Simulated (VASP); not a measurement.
# TiAl (Pm-3m) in VASP: notebook

Runs on TiAl. Level: PBE. Tasks: single point.

All numbers are computed with VASP 6.6.1; they aren't measurements. Logs are shortened: lines on timing, memory, paths and dates and some standing lists are left out, and cuts for length are marked.

### Step 1. The structure

The structure is cubic, space group Pm-3m (No. 221). Conventional cell: a = 3.179 Å, b = 3.179 Å, c = 3.179 Å, α = 90.00°, β = 90.00°, γ = 90.00°. Ti (site symmetry m-3m) is surrounded by 8 Al at 2.75 Å. Al (site symmetry m-3m) is surrounded by 8 Ti at 2.75 Å.

The cell comes from a database or a generator and needn't be the stable form of this composition.

### Step 2. Single point, PBE

The input, INCAR:

```
SYSTEM = TiAl
  ADDGRID = .FALSE.
  ALGO = Normal
  EDIFF = 1E-6
  ENCUT = 220
  GGA = PE
  ISIF = 2
  ISMEAR = -1
  LASPH = .TRUE.
  LCHARG = .FALSE.
  LREAL = .FALSE.
  LWAVE = .FALSE.
  NELM = 100
  PREC = Accurate
  SIGMA = 0.1
```

The input, KPOINTS:

```
k-points
0
G
  10 10 10
  0 0 0
```

The input, POSCAR:

```
TiAl
1.0
    3.1790640000      0.0000000000      0.0000000000
    0.0000000000      3.1790640000      0.0000000000
    0.0000000000      0.0000000000      3.1790640000
Ti Al
1 1
Direct
    0.0000000000      0.0000000000      0.0000000000
    0.5000000000      0.5000000000      0.5000000000
```

Potentials or basis: VASP PAW PBE potentials, release 64 (Ti_sv, Al).

Launch:

```bash
$ cat potpaw_PBE.64/Ti_sv/POTCAR potpaw_PBE.64/Al/POTCAR > POTCAR
$ mpirun -np 1 vasp_std > vasp.out
```

OUTCAR:

```text
SYSTEM = TiAl
   EDIFF = 1E-6
   ENCUT = 220
   GGA = PE
   ISIF = 2
   ISMEAR = -1
   LASPH = .TRUE.
   LREAL = .FALSE.
   NELM = 100
   PREC = Accurate

 Found     56 irreducible k-points:

 Following reciprocal coordinates:
            Coordinates               Weight
  0.000000  0.000000  0.000000      1.000000
  0.100000  0.000000  0.000000      6.000000
  0.200000  0.000000  0.000000      6.000000
  0.300000  0.000000  0.000000      6.000000
  0.400000  0.000000  0.000000      6.000000
  0.500000  0.000000  0.000000      3.000000
   k-points           NKPTS =     56   k-points in BZ     NKDIM =     56   number of bands    NBANDS=     11
   number of dos      NEDOS =    301   number of ions     NIONS =      2
   total plane-waves  NPLWV =   4096
   dimension x,y,z NGX =    16 NGY =   16 NGZ =   16
   dimension x,y,z NGXF=    32 NGYF=   32 NGZF=   32
   ions per type =               1   1
   NGX,Y,Z   is equivalent  to a cutoff of   8.37,  8.37,  8.37 a.u.
   NGXF,Y,Z  is equivalent  to a cutoff of  16.73, 16.73, 16.73 a.u.
 SYSTEM =  TiAl
   PREC   = accura    normal or accurate (medium, high low for compatibility)
   ISTART =      0    job   : 0-new  1-cont  2-samecut
   ICHARG =      2    charge: 1-file 2-atom 10-const
   ISPIN  =      1    spin polarized calculation?
   LNONCOLLINEAR =      F non collinear calculations
   LSORBIT =      F    spin-orbit coupling
   LASPH  =      T    aspherical Exc in radial PAW
   ENCUT  =  220.0 eV  16.17 Ry    4.02 a.u.   3.84  3.84  3.84*2*pi/ulx,y,z
   NELM   =    100;   NELMIN=  2; NELMDL= -5     # of ELM steps
   EDIFF  = 0.1E-05   stopping-criterion for ELM
   LREAL  =      F    real-space projection
   EDIFFG = 0.1E-04   stopping-criterion for IOM
   NSW    =      0    number of steps for IOM
   IBRION =     -1    ionic relax: 0-MD 1-quasi-New 2-CG
   NFREE  =      0    steps in history (QN), initial steepest desc. (CG)
   ISIF   =      2    stress and relaxation
   ISYM   =      2    0-nonsym 1-usesym 2-fastsym
   POTIM  = 0.5000    time-step for ionic-motion
   TEBEG  =    0.0;   TEEND  =   0.0 temperature during run
   PSTRESS=    0.0 pullay stress
   NELECT =      15.0000    total number of electrons
   NUPDOWN=      -1.0000    fix difference up-down
   EMIN   =  10.00;   EMAX   =-10.00  energy-range for DOS
   EFERMI =   0.00;   METHOD = LEGACY
   ISMEAR =    -1;   SIGMA  =   0.10  broadening in eV -4-tet -1-fermi 0-gaus
   EFERMI_NEDOS =   21; number of points for ismear=-14 and -15
   IALGO  =     38    algorithm
   IMIX   =      4    mixing-type and parameters
     AMIX     =   0.40;   BMIX     =  1.00
     AMIX_MAG =   1.60;   BMIX_MAG =  1.00
  volume/ion in A,a.u.               =      16.06       108.41
  Fermi-wavevector in a.u.,A,eV,Ry     =   1.270007  2.399964 21.945065  1.612917
  Thomas-Fermi vector in A             =   2.403017
   LORBIT       =      0    0 simple, 1 ext, 2 COOP (PROOUT), +10 PAW based schemes
   GGA     = PE    functional components
   LHFCALC =     F    Hartree Fock is set to
   AEXX    =    0.0000 exact exchange contribution
   IVDW    =     0    specifies the selected vdW correction
   LEPSILON=     F    determine dielectric tensor
   LRPA    =     F    only Hartree local field effects (RPA)
 non-spin polarized calculation
  energy-cutoff  :      220.00
  volume of cell :       32.13
 maximum number of plane-waves:       280
 NGX is ok and might be reduce to    16
   NGX =  7   NGY =  7   NGZ =  7

 number of electron      14.9999998 magnetization

 Free energy of the ion-electron system (eV)
  ---------------------------------------------------
  ext. energy  EPLUGINS =         0.00000000
  ---------------------------------------------------
  free energy    TOTEN  =       -12.08045295 eV

  energy without entropy =      -12.00637468  energy(sigma->0) =      -12.04341381

 E-fermi :   8.8047     XC(G=0): -11.0843

 val. band max:        8.7764400254   @ k =   0.5000   0.3000   0.2000
 cond. band min:       8.8072844072   @ k =   0.4000   0.3000   0.2000
 fundamental gap:      0.0308443818
 Fermi energy:         8.8046552881

 k-point     1 :       0.0000    0.0000    0.0000
  band No.  band energies     occupation
      1     -48.2081      2.00000
      2     -24.3987      2.00000
      3     -24.3987      2.00000
      4     -24.3987      2.00000
      5      -0.4567      2.00000
      6       7.3402      2.00000
      7       7.3402      2.00000
      8      10.5487      0.00000
      9      10.5487      0.00000
     10      10.5487      0.00000
     11      13.2051      0.00000

 k-point     2 :       0.1000    0.0000    0.0000
  band No.  band energies     occupation
      1     -48.2056      2.00000
      2     -24.4149      2.00000
      3     -24.3973      2.00000
      4     -24.3973      2.00000
      5      -0.2952      2.00000
      6       7.2554      2.00000
      7       7.4112      2.00000
      8      10.2933      0.00000
      9      10.2933      0.00000
     10      10.5685      0.00000
     11      12.5919      0.00000

 k-point     3 :       0.2000    0.0000    0.0000
  band No.  band energies     occupation
      1     -48.1892      2.00000
      2     -24.4564      2.00000
      3     -24.3929      2.00000
      4     -24.3929      2.00000
      5       0.1956      2.00000
      6       6.8351      2.00000
      7       7.6149      1.99999
      8       9.8364      0.00007
      9       9.8364      0.00007
     10      10.6381      0.00000
     11      11.7793      0.00000

 k-point     4 :       0.3000    0.0000    0.0000
  band No.  band energies     occupation
      1     -48.1844      2.00000
      2     -24.5088      2.00000
      3     -24.3885      2.00000
      4     -24.3885      2.00000
      5       0.9421      2.00000
      6       5.8802      2.00000
      7       7.8853      1.99980
      8       9.3709      0.00693
      9       9.3709      0.00693
     10      10.7023      0.00000
     11      11.5305      0.00000

 k-point     5 :       0.4000    0.0000    0.0000
  band No.  band energies     occupation
      1     -48.1778      2.00000
      2     -24.5510      2.00000
      3     -24.3845      2.00000
      4     -24.3845      2.00000
      5       1.9180      2.00000
      6       4.6329      2.00000
      7       8.1340      1.99756
      8       9.0598      0.14461
      9       9.0598      0.14461
     10      10.7947      0.00000
     11      11.6822      0.00000

 k-point     6 :       0.5000    0.0000    0.0000
  band No.  band energies     occupation
      1     -48.1773      2.00000
      2     -24.5675      2.00000
      3     -24.3830      2.00000
      4     -24.3830      2.00000
      5       2.7483      2.00000
      6       3.6839      2.00000
      7       8.2450      1.99261
      8       8.9559      0.36118
      9       8.9559      0.36118
     10      10.8115      0.00000
     11      11.7625      0.00000

 [... further k-points ...]

------------------------ aborting loop because EDIFF is reached ----------------------------------------

  FORCE on cell =-STRESS in cart. coord.  units (eV):
  Direction    XX          YY          ZZ          XY          YZ          ZX
  --------------------------------------------------------------------------------------
  -------------------------------------------------------------------------------------
  Total       -1.8978143     -1.8978143     -1.8978143     -0.0000000     -0.0000000      0.0000000
  in kB      -94.6382032    -94.6382032    -94.6382032     -0.0000000     -0.0000000      0.0000000
  external PRESSURE =     -94.6382032 kB  Pullay stress =       0.0000000 kB

 VOLUME and BASIS-vectors are now :
 -----------------------------------------------------------------------------
  energy-cutoff  :      220.00
  volume of cell :       32.13
      direct lattice vectors                 reciprocal lattice vectors
     3.179064000  0.000000000  0.000000000     0.314557996  0.000000000  0.000000000
     0.000000000  3.179064000  0.000000000     0.000000000  0.314557996  0.000000000
     0.000000000  0.000000000  3.179064000     0.000000000  0.000000000  0.314557996

 POSITION                                       TOTAL-FORCE (eV/Angst)
 -----------------------------------------------------------------------------------
      0.00000      0.00000      0.00000         0.000000      0.000000      0.000000
      1.58953      1.58953      1.58953         0.000000      0.000000      0.000000
 -----------------------------------------------------------------------------------
    total drift:                               -0.000000      0.000000     -0.000000

  FREE ENERGIE OF THE ION-ELECTRON SYSTEM (eV)
  ---------------------------------------------------
  free  energy   TOTEN  =       -12.0804529517 eV

  energy  without entropy=      -12.0063746755  energy(sigma->0) =      -12.04341381
```

OSZICAR:

```text
N       E                     dE             d eps       ncg     rms          rms(c)
DAV:   1     0.476644117642E+02    0.47664E+02   -0.47768E+03  1274   0.795E+02
DAV:   2    -0.112811761553E+02   -0.58946E+02   -0.57199E+02  1286   0.229E+02
DAV:   3    -0.137591888013E+02   -0.24780E+01   -0.23472E+01  1776   0.452E+01
DAV:   4    -0.138150123440E+02   -0.55824E-01   -0.55395E-01  1514   0.638E+00
DAV:   5    -0.138171478632E+02   -0.21355E-02   -0.21343E-02  1815   0.100E+00    0.105E+01
DAV:   6    -0.121464841837E+02    0.16707E+01   -0.12048E+01  1447   0.363E+01    0.280E+00
DAV:   7    -0.120829512891E+02    0.63533E-01   -0.62316E-01  1433   0.791E+00    0.176E+00
DAV:   8    -0.120804211522E+02    0.25301E-02   -0.44039E-02  1742   0.165E+00    0.343E-01
DAV:   9    -0.120804226847E+02   -0.15324E-05   -0.42816E-03  1579   0.661E-01    0.167E-01
DAV:  10    -0.120804404950E+02   -0.17810E-04   -0.18475E-04  1361   0.133E-01    0.355E-02
DAV:  11    -0.120804537730E+02   -0.13278E-04   -0.19774E-05  1404   0.460E-02    0.601E-03
DAV:  12    -0.120804529517E+02    0.82128E-06   -0.21964E-06  1308   0.123E-02
   1 F= -.12080453E+02 E0= -.12043414E+02  d E =-.740783E-01
```

stdout:

```text
POSCAR found type information on POSCAR TiAl
 POSCAR found :  2 types and       2 ions
 scaLAPACK will be used
 LDA part: xc-table for (Slater+PW92), standard interpolation
 POSCAR, INCAR and KPOINTS ok, starting setup
 FFT: planning ... GRIDC
 FFT: planning ... GRID_SOFT
 FFT: planning ... GRID
 WAVECAR not read
 entering main loop
```

It took 2.3 s on 1 thread of Intel Xeon 6975P-C (Granite Rapids), shared host; peak memory 0.11 GiB.

The run converged, but a check on its numbers failed (symmetry, net force, bounds or a known fault of this set-up), so they aren't taken as properties of the crystal.

Caveat: the cutoff lies under the usual one of these potentials, so the numbers hold a large basis-set error.

### Step 3. Single point, PBE

INCAR: that of step 2 with these lines changed.

```diff
@@ -4,3 +4,3 @@
   EDIFF = 1E-6
-  ENCUT = 220
+  ENCUT = 460
   GGA = PE
```

The input, KPOINTS:

```
k-points
0
G
  7 7 7
  0 0 0
```

POSCAR is that of step 2.

Potentials or basis: VASP PAW PBE potentials, release 64 (Ti_sv, Al).

Launch:

```bash
$ cat potpaw_PBE.64/Ti_sv/POTCAR potpaw_PBE.64/Al/POTCAR > POTCAR
$ mpirun -np 1 vasp_std > vasp.out
```

Run time: 2.8 s. Hardware: 1 thread of Intel Xeon 6975P-C (Granite Rapids), shared host; peak memory 0.13 GiB.

These settings aren't checked as converged: the numbers below hold their error.

Results:

```yaml
Free_energy: -12.1473 eV
Pressure: 0.8 GPa
Band_gap_on_the_k_mesh: none (metal or under the smearing width)
```

### Step 4. Single point, PBE

INCAR: that of step 3 with these lines changed.

```diff
@@ -14,2 +14,2 @@
   PREC = Accurate
-  SIGMA = 0.1
+  SIGMA = 0.4
```

KPOINTS is that of step 3.

POSCAR is that of step 3.

Potentials or basis: VASP PAW PBE potentials, release 64 (Ti_sv, Al).

Launch:

```bash
$ cat potpaw_PBE.64/Ti_sv/POTCAR potpaw_PBE.64/Al/POTCAR > POTCAR
$ mpirun -np 1 vasp_std > vasp.out
```

OUTCAR:

```text
SYSTEM = TiAl
   EDIFF = 1E-6
   ENCUT = 460
   GGA = PE
   ISIF = 2
   ISMEAR = -1
   LASPH = .TRUE.
   LREAL = .FALSE.
   NELM = 100
   PREC = Accurate

 Found     20 irreducible k-points:

 Following reciprocal coordinates:
            Coordinates               Weight
  0.000000  0.000000  0.000000      1.000000
  0.142857  0.000000  0.000000      6.000000
  0.285714  0.000000  0.000000      6.000000
  0.428571  0.000000  0.000000      6.000000
  0.142857  0.142857  0.000000     12.000000
  0.285714  0.142857  0.000000     24.000000
   k-points           NKPTS =     20   k-points in BZ     NKDIM =     20   number of bands    NBANDS=     11
   number of dos      NEDOS =    301   number of ions     NIONS =      2
   total plane-waves  NPLWV =  13824
   dimension x,y,z NGX =    24 NGY =   24 NGZ =   24
   dimension x,y,z NGXF=    48 NGYF=   48 NGZF=   48
   ions per type =               1   1
   NGX,Y,Z   is equivalent  to a cutoff of  12.55, 12.55, 12.55 a.u.
   NGXF,Y,Z  is equivalent  to a cutoff of  25.10, 25.10, 25.10 a.u.
 SYSTEM =  TiAl
   PREC   = accura    normal or accurate (medium, high low for compatibility)
   ISTART =      0    job   : 0-new  1-cont  2-samecut
   ICHARG =      2    charge: 1-file 2-atom 10-const
   ISPIN  =      1    spin polarized calculation?
   LNONCOLLINEAR =      F non collinear calculations
   LSORBIT =      F    spin-orbit coupling
   LASPH  =      T    aspherical Exc in radial PAW
   ENCUT  =  460.0 eV  33.81 Ry    5.81 a.u.   5.56  5.56  5.56*2*pi/ulx,y,z
   NELM   =    100;   NELMIN=  2; NELMDL= -5     # of ELM steps
   EDIFF  = 0.1E-05   stopping-criterion for ELM
   LREAL  =      F    real-space projection
   EDIFFG = 0.1E-04   stopping-criterion for IOM
   NSW    =      0    number of steps for IOM
   IBRION =     -1    ionic relax: 0-MD 1-quasi-New 2-CG
   NFREE  =      0    steps in history (QN), initial steepest desc. (CG)
   ISIF   =      2    stress and relaxation
   ISYM   =      2    0-nonsym 1-usesym 2-fastsym
   POTIM  = 0.5000    time-step for ionic-motion
   TEBEG  =    0.0;   TEEND  =   0.0 temperature during run
   PSTRESS=    0.0 pullay stress
   NELECT =      15.0000    total number of electrons
   NUPDOWN=      -1.0000    fix difference up-down
   EMIN   =  10.00;   EMAX   =-10.00  energy-range for DOS
   EFERMI =   0.00;   METHOD = LEGACY
   ISMEAR =    -1;   SIGMA  =   0.40  broadening in eV -4-tet -1-fermi 0-gaus
   EFERMI_NEDOS =   21; number of points for ismear=-14 and -15
   IALGO  =     38    algorithm
   IMIX   =      4    mixing-type and parameters
     AMIX     =   0.40;   BMIX     =  1.00
     AMIX_MAG =   1.60;   BMIX_MAG =  1.00
[... 16 lines left out ...]

 number of electron      14.9999995 magnetization

 Free energy of the ion-electron system (eV)
  ---------------------------------------------------
  ext. energy  EPLUGINS =         0.00000000
  ---------------------------------------------------
  free energy    TOTEN  =       -12.66036882 eV

  energy without entropy =      -11.62332830  energy(sigma->0) =      -12.14184856

 E-fermi :   8.6657     XC(G=0): -11.0803

 val. band max:        8.6445373075   @ k =   0.2857   0.2857   0.2857
 cond. band min:       8.6808221881   @ k =   0.4286   0.2857   0.1429
 fundamental gap:      0.0362848806
 Fermi energy:         8.6656813784

 k-point     1 :       0.0000    0.0000    0.0000
  band No.  band energies     occupation
      1     -48.0013      2.00000
      2     -24.2127      2.00000
      3     -24.2127      2.00000
      4     -24.2127      2.00000
      5      -0.4950      2.00000
      6       7.3841      1.92197
      7       7.3841      1.92197
      8      10.6552      0.01374
      9      10.6552      0.01374
     10      10.6552      0.01374
     11      13.1977      0.00002
[... 57 lines left out ...]
 k-point     6 :       0.2857    0.1429    0.0000
  band No.  band energies     occupation
      1     -47.9892      2.00000
      2     -24.3147      2.00000
      3     -24.2350      2.00000
      4     -24.2005      2.00000
      5       1.0509      2.00000
      6       6.2310      1.99546
      7       7.7344      1.82238
      8       9.0913      0.51304
      9       9.5266      0.20823
     10      10.4517      0.02275
     11      11.7787      0.00083

 [... further k-points ...]

------------------------ aborting loop because EDIFF is reached ----------------------------------------

  FORCE on cell =-STRESS in cart. coord.  units (eV):
  Direction    XX          YY          ZZ          XY          YZ          ZX
  --------------------------------------------------------------------------------------
  -------------------------------------------------------------------------------------
  Total        0.7290694      0.7290694      0.7290694      0.0000000      0.0000000     -0.0000000
  in kB       36.3564662     36.3564662     36.3564662      0.0000000      0.0000000     -0.0000000
  external PRESSURE =      36.3564662 kB  Pullay stress =       0.0000000 kB

 VOLUME and BASIS-vectors are now :
 -----------------------------------------------------------------------------
  energy-cutoff  :      460.00
  volume of cell :       32.13
      direct lattice vectors                 reciprocal lattice vectors
     3.179064000  0.000000000  0.000000000     0.314557996  0.000000000  0.000000000
     0.000000000  3.179064000  0.000000000     0.000000000  0.314557996  0.000000000
     0.000000000  0.000000000  3.179064000     0.000000000  0.000000000  0.314557996

 POSITION                                       TOTAL-FORCE (eV/Angst)
 -----------------------------------------------------------------------------------
      0.00000      0.00000      0.00000         0.000000      0.000000      0.000000
      1.58953      1.58953      1.58953         0.000000      0.000000      0.000000
 -----------------------------------------------------------------------------------
    total drift:                                0.000000      0.000000      0.000000

  FREE ENERGIE OF THE ION-ELECTRON SYSTEM (eV)
  ---------------------------------------------------
  free  energy   TOTEN  =       -12.6603688243 eV

  energy  without entropy=      -11.6233282960  energy(sigma->0) =      -12.14184856
```

OSZICAR:

```text
N       E                     dE             d eps       ncg     rms          rms(c)
DAV:   1     0.831666722622E+02    0.83167E+02   -0.70617E+03   440   0.129E+03
DAV:   2    -0.818138902790E+01   -0.91348E+02   -0.89136E+02   446   0.316E+02
DAV:   3    -0.139949539519E+02   -0.58136E+01   -0.54017E+01   683   0.768E+01
DAV:   4    -0.142203459542E+02   -0.22539E+00   -0.22215E+00   543   0.128E+01
DAV:   5    -0.142290307940E+02   -0.86848E-02   -0.86728E-02   662   0.236E+00    0.961E+00
DAV:   6    -0.127391697154E+02    0.14899E+01   -0.11550E+01   546   0.381E+01    0.281E+00
DAV:   7    -0.126670547994E+02    0.72115E-01   -0.69802E-01   539   0.102E+01    0.160E+00
DAV:   8    -0.126611895072E+02    0.58653E-02   -0.57496E-02   499   0.249E+00    0.395E-01
DAV:   9    -0.126602301644E+02    0.95934E-03   -0.11098E-02   580   0.112E+00    0.159E-01
DAV:  10    -0.126603161603E+02   -0.85996E-04   -0.12401E-04   533   0.121E-01    0.115E-01
DAV:  11    -0.126603669749E+02   -0.50815E-04   -0.21052E-04   470   0.189E-01    0.163E-02
DAV:  12    -0.126603691729E+02   -0.21980E-05   -0.19242E-05   547   0.346E-02    0.116E-02
DAV:  13    -0.126603688243E+02    0.34861E-06   -0.65009E-07   255   0.103E-02
   1 F= -.12660369E+02 E0= -.12141849E+02  d E =-.103704E+01
```

Run time: 2.8 s. Hardware: 1 thread of Intel Xeon 6975P-C (Granite Rapids), shared host; peak memory 0.13 GiB.

The run converged, but some of its settings lie outside the range that counts as converged, so its numbers aren't taken as properties of the crystal.

Results:

```
Free energy            : -12.6604 eV
Pressure               : 3.6 GPa
Band gap on the k mesh : none (metal or under the smearing width)
```

### Step 5. The reference run

An earlier run on the cell as given: functional PBEsol; potentials or basis VASP PAW PBE potentials, release 64 (Ti_sv, Al); cutoff 520 eV; k mesh 8 × 8 × 8; occupations fermi-dirac, width 0.05 eV; no spin polarisation.

- Pressure: -2.3 GPa
- Band gap on the k mesh: none (metal or under the smearing width)
